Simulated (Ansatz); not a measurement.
## PbO2 monolayer (1T): from the cell to its phonons

The cell of PbO2 monolayer (1T) is at rest. What are its phonons? After the zone centre comes a 6×6×1 q mesh on a 12×12×1 k mesh.

Method: DFT PBE, scalar-relativistic, plane waves, PAW, in Ansatz 0.2.0.

### Step 1. The structure

The cell holds 3 atoms: 1 Pb and 2 O. Its edges and angles: a = 3.414 Å, b = 3.414 Å, c = 28.308 Å, α = 90.0°, β = 90.0°, γ = 120.0°. Vacuum lies along c.

### Step 2. Modes at Γ

The cell comes from relaxations at this level that are not shown. The zone centre comes first: it holds the modes that light can see, as far as symmetry allows. The response to a homogeneous field gives the Born charges and the dielectric tensor, and its change with displacement the Raman tensors.

File input.yaml:

```yaml
crystal:
  lattice:
    - [3.4140422025, 0.0, 0.0]
    - [-1.7070211013, 2.956647277, 0.0]
    - [0.0, 0.0, 28.308]
  atoms:
    - { symbol: Pb, position: [0.0, 0.0, 0.3532570298] }
    - { symbol: O, position: [0.3333333333, 0.6666666667, 0.3907564203] }
    - { symbol: O, position: [0.6666666667, 0.3333333333, 0.3157576393] }
  periodic: [true, true, false]
kpoints:
  mp_grid: { grid: [12, 12, 1] }
hamiltonian:
  xc: pbe
scf:
  occupations: { method: fixed }
output:
  eigenvalues: true
phonons:
  method: dfpt
  dielectric: true
  raman: true
```

The run is started by

```console
ansatz run input.yaml --threads 4 --pin off --max-ram 14336MiB --backend cpu --events-out ev --progress --plain --runs-dir out
```

Numbers of over 12 decimals in the logs are rounded to 6 here.

Output:

```text
Warning: phonons.dielectric: true without phonons.rigid_motions: the static dielectric tensor ε⁰ will be withheld (ε∞, Z* and the rows of modes are given); for a crystal or a slab, whose only rigid motions are the translations, set phonons.rigid_motions: translations
Warning: crystal.symmetry: narrowed to the stabiliser of the run's FFT grids — unitary ops 12 → 6. A phonons.method: dfpt run fills in the rows of the dynamical matrix that it does not solve by its symmetry operations, which is exact only for operations that map its FFT grids onto themselves: filled in by any other, the frequencies could depend on the order in which like atoms are typed, or, by more than the grids' own error, on where the crystal sits among the grids' points. Excluded: 6 operations. The run can therefore solve more perturbations, solve them on more k-points, or both, and cost more. [rest of the remark cut]
Engine: ansatz 0.2.0, x86_64-unknown-linux-gnu
Pseudopotentials: kind: paw
Pseudopotential: Pb, paw, valence charge 14, recommended cutoff 420 eV (normal), Pb.paw.azcp
Pseudopotential: O, paw, valence charge 6, recommended cutoff 420 eV (normal), O.paw.azcp
Functional definition: PBE
  parameter kappa = 0.804
  parameter beta = 0.066725
  exchange = pbe_x(kappa = kappa, mu = beta*pi^2/3)
  correlation = pbe_c(beta = beta)
Crystal: 3 atoms, lattice volume = 285.744 Å³
Basis set: ecut = 420 eV, 5579 PW (Γ), exchange–correlation on 48×48×384 points (8 copies of the dense FFT grid, shifted against one another)
Bands: 17, of which v1, the nominal top of the filled ones, is band 13 counted from 1 (12 counted from 0)
Symmetry: 12 space group operations
k-points: 43 of 144 (irreducible under 2 space group operations, time reversal used)
Non-local potential: Pb, projectors of the file, l = 0: 2, l = 1: 2, l = 2: 2, l = 3: 2
Non-local potential: O, projectors of the file, l = 0: 2, l = 1: 2, l = 2: 1
PAW form: soft (Blöchl's): semilocal exchange-correlation on the pseudo side does not see the compensation charge
PAW one-centre angular grid: Pb, 590 points (default); XC on 64 Gauss nodes
PAW one-centre angular grid: O, 110 points (default); XC on 64 Gauss nodes
Initial density: superposition of atomic densities (neutral atoms: chi_scale 0, normalization atom), corrected by the library's trained network
Initial wavefunctions: pseudopotential atomic-orbital guess
Functional: x = pbe(κ = 0.804, μ = 0.219515), c = pbe(β = 0.066725)
SCF iter   1: F=—  HF=-13038.434851 eV  |F-HF|=—  |Δ(HF+E_count)|=         —  Δρ=1.30e-3  dr2=4.02e-3  ethr=1.77e-3  ⟨swp⟩=7.1  Hψ=4753  notcnv=0  defer=84
preconditioner: auto → none  [insulator: Δε(μ)=1.274 eV  Ē_g=16.242 eV  n_scr=16 (ndim 8)  ℏωp=11.2 eV  f_vac=0.818  ε∞_Penn≈1.5]
SCF iter   2: F=—  HF=-13038.436210 eV  |F-HF|=—  |Δ(HF+E_count)|=   1.36e-3  Δρ=8.44e-4  dr2=1.27e-3  ethr=1.55e-5  ⟨swp⟩=4.7  Hψ=2610  notcnv=0  defer=86
SCF iter   3: F=—  HF=-13038.436198 eV  |F-HF|=—  |Δ(HF+E_count)|=   1.15e-5  Δρ=3.38e-4  dr2=1.68e-4  ethr=4.87e-6  ⟨swp⟩=3.8  Hψ=1615  notcnv=0  defer=86
SCF iter   4: F=—  HF=-13038.436372 eV  |F-HF|=—  |Δ(HF+E_count)|=   1.74e-4  Δρ=1.14e-4  dr2=2.11e-5  ethr=6.48e-7  ⟨swp⟩=3.3  Hψ=1691  notcnv=0  defer=86
SCF iter   5: F=—  HF=-13038.436420 eV  |F-HF|=—  |Δ(HF+E_count)|=   4.83e-5  Δρ=2.15e-5  dr2=8.49e-7  ethr=8.10e-8  ⟨swp⟩=3.3  Hψ=1511  notcnv=0  defer=86
SCF iter   6: F=—  HF=-13038.436423 eV  |F-HF|=—  |Δ(HF+E_count)|=   2.44e-6  Δρ=1.64e-6  dr2=6.79e-9  ethr=3.26e-9  ⟨swp⟩=3.4  Hψ=1672  notcnv=0  defer=86
SCF iter   7: F=—  HF=-13038.436423 eV  |F-HF|=—  |Δ(HF+E_count)|=   1.76e-8  Δρ=4.31e-7  dr2=4.17e-10  ethr=2.61e-11  ⟨swp⟩=3.7  Hψ=1875  notcnv=0  defer=86
SCF iter   8: F=-13038.436423 eV  HF=-13038.436423 eV  |F-HF|=2.53e-10  |Δ(HF+E_count)|=  2.40e-10  Δρ=7.07e-8  dr2=6.69e-12  ethr=1.00e-12  ⟨swp⟩=27.5  Hψ=9281  notcnv=0
SCF 1 converged in 8 iterations: F = -13038.436423 eV  dr2 = 6.69e-12
  greatest PAW one-centre occupation: 0.987 electrons in one spin orbital (limit 2), on the Pb atom at site 0 (counted from 0), in its partial waves of l = 2
DFPT response loops at Γ: preconditioner auto → none (the input reference at scf.mixing.eps_inf says where Resta's filter doesn't serve); β = 0.50; Broyden in place of MSR1
── the response to a field inside a basis, on 16×16×2 k-points: an SCF that follows is theirs, and a resumed run solves both again ──
Bands: 14, of which v1, the nominal top of the filled ones, is band 13 counted from 1 (12 counted from 0)
k-points: 136 of 512 (irreducible under 2 space group operations, time reversal used)
Initial density: handed on by an earlier stage of this run
Initial wavefunctions: pseudopotential atomic-orbital guess (no wavefunctions were taken with the density)
Eigensolver: Dense (136 Hₖ)
SCF iter   1: F=—  HF=-13038.433618 eV  |F-HF|=—  |Δ(HF+E_count)|=         —  Δρ=1.51e-4  dr2=1.33e-5  ethr=1.00e-1
preconditioner: auto → none  [insulator: Δε(μ)=1.319 eV  Ē_g=12.201 eV  n_scr=16 (ndim 8)  ℏωp=11.2 eV  f_vac=0.817  ε∞_Penn≈1.8]
SCF iter   2: F=—  HF=-13038.433620 eV  |F-HF|=—  |Δ(HF+E_count)|=   2.16e-6  Δρ=6.47e-5  dr2=5.52e-6  ethr=5.12e-8
SCF iter   3: F=—  HF=-13038.433621 eV  |F-HF|=—  |Δ(HF+E_count)|=   8.26e-7  Δρ=3.85e-5  dr2=1.39e-6  ethr=2.12e-8
SCF iter   4: F=—  HF=-13038.433621 eV  |F-HF|=—  |Δ(HF+E_count)|=   8.67e-8  Δρ=4.04e-6  dr2=1.63e-8  ethr=5.35e-9
SCF iter   5: F=—  HF=-13038.433621 eV  |F-HF|=—  |Δ(HF+E_count)|=   8.51e-9  Δρ=1.21e-6  dr2=1.38e-9  ethr=6.25e-11
SCF iter   6: F=-13038.433621 eV  HF=-13038.433621 eV  |F-HF|=2.36e-11  |Δ(HF+E_count)|=  9.15e-10  Δρ=5.60e-8  dr2=9.88e-12  ethr=5.31e-12
SCF 1 converged in 6 iterations: F = -13038.433621 eV  dr2 = 9.88e-12
DFPT response loops at Γ: mixed as the last ones told, above
DFPT response loops at Γ: mixed as the last ones told, above
SCF converged after 8 iterations
Free energy (F): -13038.436423 eV
Harris-Foulkes:  -13038.436423 eV  (|F-HF|=2.53e-10)
Internal energy: -13038.436423 eV  (E = F + TS)
E sigma→0 (E₀):  -13038.436423 eV
Fermi energy:    -8.086352 eV
--- Per-component energies (eV) ---
  E_band       = -449.316664
  E_kinetic    = 637.310872
  E_local      = -38429.115902  (includes V_loc(G=0)·N_el)
  E_nonlocal   = 451.102218
  E_hartree    = 18814.071596
  E_xc         = -363.143988
  E_vxc        = -314.659895  (∫ρ·V_xc dr)
  E_paw        = -10731.701481  (= ΣΔE_a)
  E_vpaw       = -422.101877  (= ΣTr[D̂ρ^β])
  E_aug_tail   = 0.004715  (compensation charges beyond the density's cutoff)
  E_ewald      = 16583.035548
  E_smearing   = -0.000000  (= −TS)
  E_closure    = -0.000000  (closes the sum)
  Σ components = -13038.436423   (vs F -13038.436423, Δ=0.00e0)
--- Band table (eV; the first three rows and the last of 43) ---
  k-point 0: bands = [... 9 lower, -9.2390, -8.6138, -8.4290, -8.4290, -6.8044, -2.9154, -0.3102, -0.1800]
  k-point 1: bands = [... 9 lower, -9.3399, -8.7321, -8.4193, -8.4132, -6.5607, -2.6834, -0.2387, -0.0571]
  k-point 2: bands = [... 9 lower, -9.6048, -8.9269, -8.3838, -8.3748, -6.0087, -2.1378, -0.1018, 0.3111]
  k-point 42: bands = [... 9 lower, -10.7147, -9.7165, -8.3604, -8.0882, -4.5542, 0.0930, 0.1724, 2.2669]
--- Phonons (Γ-DFPT): 6 representative perturbations + reference, on 43 of 144 k-points (Σ response iterations 29) ---
  ASR residual: 1.192e-4 → 0.000e0 eV/Å²; symmetrization residual: 1.810e-5 eV/Å²
  The last average, over the group as it would stand without the narrowing to the FFT grids, took up to 3.781e-7 eV/Å² of the zone centre's force constants
  ASR residual per site (eV/Å²): 1.09e-4 1.19e-4 1.19e-4
  Γ frequencies (cm⁻¹): 0.00 0.00 0.00 305.27 305.27 340.44 340.44 405.23 413.73
  ε∞ (high-frequency dielectric tensor):
        1.932260     0.000000     0.000000
        0.000000     1.932260     0.000000
        0.000000     0.000000     1.112232
  α∞ (the layer's polarisability for a field applied outside it; Å, Gaussian; ε∞ is over the cell's 28.308 Å):
        2.100082     0.000000     0.000000
        0.000000     2.100082     0.000000
        0.000000     0.000000     0.252823
  ε⁰ (static dielectric tensor): not given — the deck does not say what the cell's rigid motions are, and on a molecule in a box or a wire the rigid rotations would enter the sum over the modes at Γ. For a crystal or a slab, whose only rigid motions are the translations, set phonons.rigid_motions: translations.
  Born effective charges Z* (e; rows j = field, columns β = displacement):
    site 0:
         4.89092    0.00000    0.00000
         0.00000    4.89092    0.00000
         0.00000    0.00000    0.57183
    site 1:
        -2.44546   -0.00000   -0.00000
        -0.00000   -2.44546   -0.00000
        -0.00000   -0.00000   -0.28591
    site 2:
        -2.44546   -0.00000   -0.00000
        -0.00000   -2.44546   -0.00000
        -0.00000   -0.00000   -0.28591
  Z* charge neutrality: 2.944e-3 e pre-enforcement
  solved inside a basis spanned on kpoints, on 16×16×2 k-points: ε∞ is read to err by 4.4e-3, Z* by 1.7e-2 e (field_mesh: kpoints solves on kpoints); Z* is corrected for what the basis lacks
  Raman tensors (in the event stream and the table raman_tensors.tsv): an entry may err by 1.1e-2 Å², one of the second-order susceptibility by 2.0e-20 pm/V (basis, points and sum rule); their sum over the sites missed zero by 1.776e-15 Å² ahead of its enforcement
  optical modes at Γ without the LO–TO term, one row a degenerate level:
      ω (cm⁻¹)  modes    IR ((D/Å)²/amu)  static Raman (Å⁴/amu)  depolarisation
        305.27      2            39.8216                 0.0000               —
        340.44      2             0.0000                56.3945           0.750
        405.23      1             0.0000               184.2661           0.101
        413.73      1             0.2722                 0.0000               —
```

Run time: 4 min. Hardware: 4 threads of Intel Xeon Platinum 8375C at 2.90GHz (Ice Lake), shared host; peak memory 2.4 GiB.

The column dr2 measures how far the density is from self-consistency, as an energy; F and HF (Harris–Foulkes) agree once it is small.

This step gave:

| Item | Value |
| --- | --- |
| gap on the k-mesh | 1.282 eV |
| sum-rule residual before enforcement | 1.19e-4 eV/Å² |
| miss of the charge sum rule | 0.002944 e |
| estimated error of the dielectric tensor | 0.004380 |
| estimated error of the Born charges | 0.01658 e |
| point group | -3m |
| area per atom | 3.365 Å² |
| highest optical mode at the zone centre (no LO-TO term) | 413.7 cm⁻¹ |
| lowest optical zone-centre mode | 305.3 cm⁻¹ |
| largest Born charge (third of the trace) | 3.451 e |

Without the LO-TO term. Patterns of degenerate modes are one choice out of their space. Modes at Γ, with each element's share of the kinetic energy:

```
mode  frequency (cm⁻¹)  symmetry  Pb %  O %
   1               0.0  acoustic    87   13
   2               0.0  acoustic    87   13
   3               0.0  acoustic    87   13
   4             305.3        Eu    13   87
   5             305.3        Eu    13   87
   6             340.4        Eg     0  100
   7             340.4        Eg     0  100
   8             405.2       A1g     0  100
   9             413.7       A2u    13   87
```

Displacements in mode 4 (305.3 cm⁻¹), the largest set to 1:
```
Pb1  0.00 -0.15  0.00
O2   0.00  1.00  0.00
O3   0.00  1.00  0.00
```

Displacements in mode 9 (413.7 cm⁻¹), the largest set to 1:
```
Pb1  0.00  0.00 -0.15
O2   0.00  0.00  1.00
O3   0.00  0.00  1.00
```

High-frequency dielectric tensor, averaged over the cell of height 28.3 Å or as lengthened by the program, vacuum included. Tensor:

```
       x      y      z
x  1.932      0      0
y      0  1.932      0
z      0      0  1.112
```

Born charge (rows field, columns displacement) (e), principal values of the symmetric part by kind of site:

```
atom  atoms with these values    low  middle   high   mean
 Pb1                        1   0.57    4.89   4.89   3.45
  O2                        2  -2.45   -2.45  -0.29  -1.73
```

In full for Pb1:

```
4.89 0.00 0.00
0.00 4.89 0.00
0.00 0.00 0.57
```

Transverse modes. Infrared lines, with heights relative to the strongest:

```
position (cm⁻¹)  label  relative intensity
            305     Eu                 100
            340     Eg                 0.0
            405    A1g                 0.0
            414    A2u                 0.7
```

Activity x (w_L - w)^4 (n + 1)/w, 532 nm, 300 K; the tensors are static ones, while 532 nm light lies above the computed direct gap, where resonance would change the heights. Lines of the Raman spectrum (strongest = 100):

```
position (cm⁻¹)  label  relative intensity
            305     Eu                 0.0
            340     Eg                  39
            405    A1g                 100
            414    A2u                 0.0
```

Before it was imposed, the acoustic sum rule was missed by 1.2e-4 eV/Å² and the charge sum rule by 0.0029 e. Small misses are needed for a sound result but don't prove that mesh and cutoff are converged. The lowest optical mode is real, 305 cm⁻¹.

(Part 1 of 2 ends here.)

[Logs are printed without paths, hosts, clocks, repeated set-up lines and the standing remarks that a program may print on its own settings, such as how far it seeks lower states.]

[Hosts, paths, dates, database ids (printed as entryN), source tags and the programs' standing remarks are cut or masked in the printed files.]
